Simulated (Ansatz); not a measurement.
# TiSe in Ansatz: the effect of functional

TiSe:

```
CELL_PARAMETERS angstrom
3.51090 0.00000 0.00000
-1.75545 3.04053 0.00000
0.00000 0.00000 6.13594
ATOMIC_POSITIONS crystal
Se 0.66667 0.33333 0.75000
Se 0.33333 0.66667 0.25000
Ti 0.00000 0.00000 0.50000
Ti 0.00000 0.00000 0.00000
```

The cell isn't the ideal one: volume scaled by 0.96.

Alike in all runs:

```yaml
Program: Ansatz 0.2.0
Task: single point
Potentials_or_basis: Ansatz PAW
k_mesh: 9 × 9 × 5
Occupations: fermi-dirac, width 0.05 eV
Spin: no spin polarisation
```

**Question.** One run gave: pressure 4.7 GPa. Which functional did it use?
A. r2SCAN
B. LDA
C. PBEsol

**Answer.** C.

| functional | cutoff | pressure (GPa) |
| --- | --- | --- |
| LDA | 420 eV (not typed: the program's choice for these potentials) | 1.2 |
| PBEsol | 420 eV (not typed: the program's choice for these potentials) | 4.7 |
| r2SCAN | 500 eV (not typed: the program's choice for these potentials) | 9.7 |

Caveats: the PAW data sets come from PBE, with cores solved anew for the run's functional, which leaves a small shift of forces and pressure.
